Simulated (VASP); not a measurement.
# GeSe (Pnma) in VASP: notebook

One crystal, GeSe, is run at these levels: rev-vdW-DF2, PBE, PBE+D3(BJ); tasks: band structure.

All numbers are computed with VASP 6.6.1; they aren't measurements. Logs are shortened: lines on timing, memory, paths and dates and some standing lists are left out, and cuts for length are marked.

## Step 1: Starting point

The structure is orthorhombic, space group Pnma (No. 62). Conventional cell: a = 10.996 Å, b = 3.890 Å, c = 4.386 Å, α = 90.00°, β = 90.00°, γ = 90.00°. Ge (site symmetry m) has 3 Se at 2.59 to 2.61 Å as nearest neighbours. Around Se (site symmetry m) lie 3 Ge at 2.59 to 2.61 Å.

## Step 2: Band structure, rev-vdW-DF2

File INCAR:

```
AGGAC = 0.0
ALGO = Fast
EDIFF = 1E-7
ENCUT = 520
GGA = MK
ICORELEVEL = 1
ISIF = 2
ISMEAR = 0
KPAR = 2
LASPH = T
LCHARG = F
LREAL = F
LUSE_VDW = T
LWAVE = F
NBANDS = 50
NELM = 80
PARAM1 = 0.1234
PARAM2 = 0.711357
PREC = Accurate
SIGMA = 0.03
ZAB_VDW = -1.8867
```

File KPOINTS:

```
k-points
0
Gamma
  4 8 6
```

File POSCAR:

```
GeSe                                    
1.0
   10.9956274397      0.0000000000      0.0000000000
    0.0000000000      3.8897885125     -0.0000000000
    0.0000000000      0.0000000000      4.3858033439
  Ge              Se            
     4     4
Direct
     0.1234842366163336    0.7500000000000000    0.8892782495292855
     0.6234842366163336    0.7500000000000000    0.6107217504707145
     0.3765157633836663    0.2500000000000000    0.3892782495292853
     0.8765157633836664    0.2500000000000000    0.1107217504707146
     0.8549290907373072    0.7500000000000000    0.5042901645668841
     0.3549290907373073    0.7500000000000000    0.9957098354331159
     0.6450709092626928    0.2500000000000000    0.0042901645668840
     0.1450709092626927    0.2500000000000000    0.4957098354331159
```

File KPOINTS_OPT:

```
explicit points
248
Reciprocal
 0.0000000000  0.0000000000  0.0000000000 1
 0.0000000000  0.0263157895  0.0000000000 1
 0.0000000000  0.0526315789  0.0000000000 1
 0.0000000000  0.0789473684  0.0000000000 1
 0.0000000000  0.1052631579  0.0000000000 1
 0.0000000000  0.1315789474  0.0000000000 1
[... 240 lines left out ...]
 0.0000000000  0.0000000000  0.5000000000 1
 0.5000000000  0.0000000000  0.0000000000 1
```

Potentials or basis: VASP PAW PBE potentials, release 64 (Ge_d, Se).

On the command line:

```console
$ cat potpaw_PBE.64/Ge_d/POTCAR potpaw_PBE.64/Se/POTCAR > POTCAR
$ mpirun -np 2 vasp_std > vasp.out
```

OUTCAR:

```text
EDIFF = 1E-7
   ENCUT = 520
   GGA = MK
   ISIF = 2
   ISMEAR = 0
   LASPH = T
   LREAL = F
   NELM = 80
   PREC = Accurate

 ion  position               nearest neighbor table
   1  0.123  0.750  0.889-   6 2.59   8 2.61   8 2.61
   2  0.623  0.750  0.611-   5 2.59   7 2.61   7 2.61
   3  0.377  0.250  0.389-   8 2.59   6 2.61   6 2.61
   4  0.877  0.250  0.111-   7 2.59   5 2.61   5 2.61
   5  0.855  0.750  0.504-   2 2.59   4 2.61   4 2.61
   6  0.355  0.750  0.996-   1 2.59   3 2.61   3 2.61
   7  0.645  0.250  0.004-   4 2.59   2 2.61   2 2.61
   8  0.145  0.250  0.496-   3 2.59   1 2.61   1 2.61

  LATTYP: Found a simple orthorhombic cell.
 ALAT       =     3.8897885125
 B/A-ratio  =     1.1275171722
 C/A-ratio  =     2.8267931288

  Lattice vectors:

 A1 = (   0.0000000000,   3.8897885125,   0.0000000000)
 A2 = (   0.0000000000,   0.0000000000,   4.3858033439)
 A3 = (  10.9956274397,   0.0000000000,   0.0000000000)

Analysis of symmetry for initial positions (statically):
=====================================================================
 Subroutine PRICEL returns:
 Original cell was already a primitive cell.

 Routine SETGRP: Setting up the symmetry group for a
 simple orthorhombic supercell.

 Subroutine GETGRP returns: Found  8 space group operations
 (whereof  2 operations were pure point group operations)
 out of a pool of  8 trial point group operations.

The static configuration has the point symmetry S_2 .
 The point group associated with its full space group is D_2h.

Analysis of symmetry for dynamics (positions and initial velocities):
=====================================================================
 Subroutine PRICEL returns:
 Original cell was already a primitive cell.

 Routine SETGRP: Setting up the symmetry group for a
 simple orthorhombic supercell.

 Subroutine GETGRP returns: Found  8 space group operations
 (whereof  2 operations were pure point group operations)
 out of a pool of  8 trial point group operations.

The dynamic configuration has the point symmetry S_2 .
 The point group associated with its full space group is D_2h.

 Subroutine INISYM returns: Found  8 space group operations
 (whereof  2 operations are pure point group operations),
 and found     1 'primitive' translations

----------------------------------------------------------------------------------------

                                     Primitive cell

  volume of cell :     187.5837

  direct lattice vectors                    reciprocal lattice vectors
    10.995627440  0.000000000  0.000000000     0.090945242  0.000000000  0.000000000
     0.000000000  3.889788513  0.000000000     0.000000000  0.257083386  0.000000000
     0.000000000  0.000000000  4.385803344     0.000000000  0.000000000  0.228008399

  length of vectors
    10.995627440  3.889788513  4.385803344     0.090945242  0.257083386  0.228008399

  position of ions in fractional coordinates (direct lattice)
     0.123484237  0.750000000  0.889278250
     0.623484237  0.750000000  0.610721750
     0.376515763  0.250000000  0.389278250
     0.876515763  0.250000000  0.110721750
     0.854929091  0.750000000  0.504290165
     0.354929091  0.750000000  0.995709835
     0.645070909  0.250000000  0.004290165
     0.145070909  0.250000000  0.495709835

  ion indices of the primitive-cell ions
   primitive index   ion index
                 1           1
                 2           2
                 3           3
                 4           4
                 5           5
                 6           6
                 7           7
                 8           8

----------------------------------------------------------------------------------------

 KPOINTS: k-points

Automatic generation of k-mesh.
 Grid dimensions read from file:
 generate k-points for:    4    8    6

 Generating k-lattice:

  Cartesian coordinates                     Fractional coordinates (reciprocal lattice)
     0.022736311  0.000000000  0.000000000     0.250000000  0.000000000  0.000000000
     0.000000000  0.032135423  0.000000000     0.000000000  0.125000000  0.000000000
     0.000000000  0.000000000  0.038001400     0.000000000  0.000000000  0.166666667

  Length of vectors
     0.022736311  0.032135423  0.038001400

  Shift w.r.t. Gamma in fractional coordinates (k-lattice)
     0.000000000  0.000000000  0.000000000

 Subroutine IBZKPT returns following result:
 ===========================================

 Found     60 irreducible k-points:

 Following reciprocal coordinates:
            Coordinates               Weight
  0.000000  0.000000  0.000000      1.000000
  0.250000  0.000000  0.000000      2.000000
  0.500000  0.000000  0.000000      1.000000
  0.000000  0.125000  0.000000      2.000000
  0.250000  0.125000  0.000000      4.000000
  0.500000  0.125000  0.000000      2.000000
[... 16 lines left out ...]
  0.250000  0.250000  0.166667      8.000000
  0.500000  0.250000  0.166667      4.000000
 [... further k-points ...]
   k-points           NKPTS =     60   k-points in BZ     NKDIM =     60   number of bands    NBANDS=     50
   number of dos      NEDOS =    301   number of ions     NIONS =      8
   total plane-waves  NPLWV =  90720
   dimension x,y,z NGX =    84 NGY =   30 NGZ =   36
   dimension x,y,z NGXF=   168 NGYF=   60 NGZF=   72
   ions per type =               4   4
   NGX,Y,Z   is equivalent  to a cutoff of  12.70, 12.82, 13.65 a.u.
   NGXF,Y,Z  is equivalent  to a cutoff of  25.40, 25.64, 27.29 a.u.
 SYSTEM =  unknown system
   PREC   = accura    normal or accurate (medium, high low for compatibility)
   ISTART =      0    job   : 0-new  1-cont  2-samecut
   ICHARG =      2    charge: 1-file 2-atom 10-const
   ISPIN  =      1    spin polarized calculation?
   LNONCOLLINEAR =      F non collinear calculations
   LSORBIT =      F    spin-orbit coupling
   LASPH  =      T    aspherical Exc in radial PAW
   ENCUT  =  520.0 eV  38.22 Ry    6.18 a.u.  20.44  7.23  8.15*2*pi/ulx,y,z
   NELM   =     80;   NELMIN=  2; NELMDL= -5     # of ELM steps
   EDIFF  = 0.1E-06   stopping-criterion for ELM
   LREAL  =      F    real-space projection
   EDIFFG = 0.1E-05   stopping-criterion for IOM
   NSW    =      0    number of steps for IOM
   IBRION =     -1    ionic relax: 0-MD 1-quasi-New 2-CG
   NFREE  =      0    steps in history (QN), initial steepest desc. (CG)
   ISIF   =      2    stress and relaxation
   ISYM   =      2    0-nonsym 1-usesym 2-fastsym
   POTIM  = 0.5000    time-step for ionic-motion
   TEBEG  =    0.0;   TEEND  =   0.0 temperature during run
   PSTRESS=    0.0 pullay stress
   NELECT =      80.0000    total number of electrons
   NUPDOWN=      -1.0000    fix difference up-down
   EMIN   =  10.00;   EMAX   =-10.00  energy-range for DOS
   EFERMI =   0.00;   METHOD = LEGACY
   ISMEAR =     0;   SIGMA  =   0.03  broadening in eV -4-tet -1-fermi 0-gaus
   EFERMI_NEDOS =   21; number of points for ismear=-14 and -15
   IALGO  =     68    algorithm
   IMIX   =      4    mixing-type and parameters
     AMIX     =   0.40;   BMIX     =  1.00
     AMIX_MAG =   1.60;   BMIX_MAG =  1.00
  volume/ion in A,a.u.               =      23.45       158.23
  Fermi-wavevector in a.u.,A,eV,Ry     =   1.232272  2.328656 20.660356  1.518493
  Thomas-Fermi vector in A             =   2.367048
   LORBIT       =      0    0 simple, 1 ext, 2 COOP (PROOUT), +10 PAW based schemes
   GGA     = MK    functional components
   LHFCALC =     F    Hartree Fock is set to
   AEXX    =    0.0000 exact exchange contribution
   IVDW_NL    =     1    kernel type
   BPARAM     = 6.3000
   IVDW    =     0    specifies the selected vdW correction
   LEPSILON=     F    determine dielectric tensor
   LRPA    =     F    only Hartree local field effects (RPA)
 non-spin polarized calculation
 RMM-DIIS sequential band-by-band and
 Gauss-broadening in eV      SIGMA  =   0.03
  energy-cutoff  :      520.00
  volume of cell :      187.58
 maximum number of plane-waves:      5084
 NGX is ok and might be reduce to    84
   NGX = 41   NGY = 15   NGZ = 17

 number of electron      80.0000062 magnetization

 Free energy of the ion-electron system (eV)
  ---------------------------------------------------
  ext. energy  EPLUGINS =         0.00000000
  ---------------------------------------------------
  free energy    TOTEN  =       -16.69962182 eV

  energy without entropy =      -16.69962182  energy(sigma->0) =      -16.69962182

 the core state eigenenergies are
   1-  1s -10950.5753  2s  -1362.3174  2p  -1189.1904  3s   -159.2320  3p   -106.3643

   2-  1s -10950.5753  2s  -1362.3174  2p  -1189.1904  3s   -159.2320  3p   -106.3643

   3-  1s -10950.5753  2s  -1362.3174  2p  -1189.1904  3s   -159.2320  3p   -106.3643

   4-  1s -10950.5753  2s  -1362.3174  2p  -1189.1904  3s   -159.2320  3p   -106.3643

   5-  1s -12493.1091  2s  -1596.6346  2p  -1402.9817  3s   -203.3393  3p   -142.8116
       3d    -43.0000
   6-  1s -12493.1091  2s  -1596.6346  2p  -1402.9817  3s   -203.3393  3p   -142.8116
       3d    -43.0000
   7-  1s -12493.1091  2s  -1596.6346  2p  -1402.9817  3s   -203.3393  3p   -142.8116
       3d    -43.0000
   8-  1s -12493.1091  2s  -1596.6346  2p  -1402.9817  3s   -203.3393  3p   -142.8116
       3d    -43.0000

 E-fermi :   4.2166     XC(G=0):  -9.8951

 val. band max:        4.0639098912   @ k =   0.0000   0.0000   0.3333
 cond. band min:       4.7031728118   @ k =   0.0000   0.0000   0.0000
 fundamental gap:      0.6392629206
 Fermi energy:         4.2166486181

 k-point     1 :       0.0000    0.0000    0.0000
  band No.  band energies     occupation
      1     -20.5466      2.00000
      2     -20.5446      2.00000
      3     -20.5440      2.00000
      4     -20.5428      2.00000
      5     -20.5426      2.00000
      6     -20.5424      2.00000
[... 42 lines left out ...]
     49       8.9475      0.00000
     50       9.2587      0.00000
[... 1217 lines left out ...]
     49       8.3513      0.00000
     50       8.3567      0.00000

 [... further k-points ...]

------------------------ aborting loop because EDIFF is reached ----------------------------------------

  FORCE on cell =-STRESS in cart. coord.  units (eV):
  Direction    XX          YY          ZZ          XY          YZ          ZX
  --------------------------------------------------------------------------------------
  -------------------------------------------------------------------------------------
  Total       -0.0061952      0.0162663     -0.0143725      0.0000000     -0.0000000      0.0000000
  in kB       -0.0529141      0.1389325     -0.1227577      0.0000000     -0.0000000      0.0000000
  external PRESSURE =      -0.0122464 kB  Pullay stress =       0.0000000 kB

 VOLUME and BASIS-vectors are now :
 -----------------------------------------------------------------------------
  energy-cutoff  :      520.00
  volume of cell :      187.58
      direct lattice vectors                 reciprocal lattice vectors
    10.995627440  0.000000000  0.000000000     0.090945242  0.000000000  0.000000000
     0.000000000  3.889788513  0.000000000     0.000000000  0.257083386  0.000000000
     0.000000000  0.000000000  4.385803344     0.000000000  0.000000000  0.228008399

 POSITION                                       TOTAL-FORCE (eV/Angst)
 -----------------------------------------------------------------------------------
      1.35779      2.91734      3.90020         0.000787      0.000000     -0.003665
      6.85560      2.91734      2.67851         0.000787      0.000000      0.003665
      4.14003      0.97245      1.70730        -0.000787     -0.000000     -0.003665
      9.63784      0.97245      0.48560        -0.000787      0.000000      0.003665
      9.40048      2.91734      2.21172         0.001456     -0.000000      0.001384
      3.90267      2.91734      4.36699         0.001456     -0.000000     -0.001384
      7.09296      0.97245      0.01882        -0.001456     -0.000000      0.001384
      1.59515      0.97245      2.17409        -0.001456     -0.000000     -0.001384
 -----------------------------------------------------------------------------------
    total drift:                                0.000000      0.000000      0.000000

  FREE ENERGIE OF THE ION-ELECTRON SYSTEM (eV)
  ---------------------------------------------------
  free  energy   TOTEN  =       -16.6996218186 eV

  energy  without entropy=      -16.6996218186  energy(sigma->0) =      -16.69962182

Total vdW correction in eV:     13.3731015
```

Run time: 13 min. Hardware: 2 MPI ranks of Intel Xeon Platinum 8488C (Sapphire Rapids), shared host; peak memory 1 GiB.

Results:

| Quantity | Value |
| --- | --- |
| Free energy | -16.6996 eV |
| Pressure | 0.0 GPa |
| Largest force | 0.004 eV/Å |
| Band gap on the k mesh | 0.64 eV, indirect (least direct gap 0.88 eV) |
| Band gap along the path | 0.62 eV, indirect (least direct gap 0.88 eV) |

Forces on the atoms (eV/Å):
```
Ge   0.001  0.000 -0.004
Ge   0.001  0.000  0.004
Ge  -0.001  0.000 -0.004
Ge  -0.001  0.000  0.004
Se   0.001  0.000  0.001
Se   0.001  0.000 -0.001
Se  -0.001  0.000  0.001
Se  -0.001  0.000 -0.001
```

Levels at the corners of the path, in eV from the valence-band top:
| point | band 37 | band 38 | band 39 | band 40 | band 41 | band 42 | band 43 | band 44 |
| --- | --- | --- | --- | --- | --- | --- | --- | --- |
| Γ | -1.41 | -1.18 | -0.82 | -0.25 | 0.63 | 2.67 | 2.72 | 2.76 |
| X | -1.35 | -1.35 | -1.18 | -1.18 | 1.09 | 1.09 | 1.17 | 1.17 |
| X | -1.35 | -1.35 | -1.18 | -1.18 | 1.09 | 1.09 | 1.17 | 1.17 |
| S | -2.22 | -2.22 | -1.53 | -1.53 | 2.79 | 2.79 | 3.25 | 3.25 |
| S | -2.22 | -2.22 | -1.53 | -1.53 | 2.79 | 2.79 | 3.25 | 3.25 |
| Y | -0.96 | -0.96 | -0.42 | -0.42 | 1.19 | 1.19 | 1.85 | 1.85 |
| Y | -0.96 | -0.96 | -0.42 | -0.42 | 1.19 | 1.19 | 1.85 | 1.85 |
| Γ | -1.41 | -1.18 | -0.82 | -0.25 | 0.63 | 2.67 | 2.72 | 2.76 |
| Γ | -1.41 | -1.18 | -0.82 | -0.25 | 0.63 | 2.67 | 2.72 | 2.76 |
| Z | -1.70 | -1.70 | -0.46 | -0.46 | 2.35 | 2.35 | 2.44 | 2.44 |
| Z | -1.70 | -1.70 | -0.46 | -0.46 | 2.35 | 2.35 | 2.44 | 2.44 |
| U | -1.48 | -1.48 | -1.48 | -1.48 | 1.45 | 1.45 | 1.45 | 1.45 |
| U | -1.48 | -1.48 | -1.48 | -1.48 | 1.45 | 1.45 | 1.45 | 1.45 |
| R | -1.53 | -1.53 | -1.53 | -1.53 | 2.55 | 2.55 | 2.55 | 2.55 |
| R | -1.53 | -1.53 | -1.53 | -1.53 | 2.55 | 2.55 | 2.55 | 2.55 |
| T | -0.57 | -0.57 | -0.56 | -0.56 | 1.24 | 1.24 | 1.88 | 1.88 |
| T | -0.57 | -0.57 | -0.56 | -0.56 | 1.24 | 1.24 | 1.88 | 1.88 |
| Z | -1.70 | -1.70 | -0.46 | -0.46 | 2.35 | 2.35 | 2.44 | 2.44 |
| Y | -0.96 | -0.96 | -0.42 | -0.42 | 1.19 | 1.19 | 1.85 | 1.85 |
| T | -0.57 | -0.57 | -0.56 | -0.56 | 1.24 | 1.24 | 1.88 | 1.88 |
| U | -1.48 | -1.48 | -1.48 | -1.48 | 1.45 | 1.45 | 1.45 | 1.45 |
| X | -1.35 | -1.35 | -1.18 | -1.18 | 1.09 | 1.09 | 1.17 | 1.17 |
| S | -2.22 | -2.22 | -1.53 | -1.53 | 2.79 | 2.79 | 3.25 | 3.25 |
| R | -1.53 | -1.53 | -1.53 | -1.53 | 2.55 | 2.55 | 2.55 | 2.55 |

Core levels (eV, on the scale of the bands):
| atom | levels |
| --- | --- |
| 1 Ge | 1s -10950.6, 2s -1362.3, 2p -1189.2, 3s -159.2, 3p -106.4 |
| 2 Ge | 1s -10950.6, 2s -1362.3, 2p -1189.2, 3s -159.2, 3p -106.4 |
| 3 Ge | 1s -10950.6, 2s -1362.3, 2p -1189.2, 3s -159.2, 3p -106.4 |
| 4 Ge | 1s -10950.6, 2s -1362.3, 2p -1189.2, 3s -159.2, 3p -106.4 |
| 5 Se | 1s -12493.1, 2s -1596.6, 2p -1403.0, 3s -203.3, 3p -142.8, 3d -43.0 |
| 6 Se | 1s -12493.1, 2s -1596.6, 2p -1403.0, 3s -203.3, 3p -142.8, 3d -43.0 |

Caveat: the PAW data sets were made with another functional, which shifts forces and pressure a little.

(Part 1 of 2 ends here.)
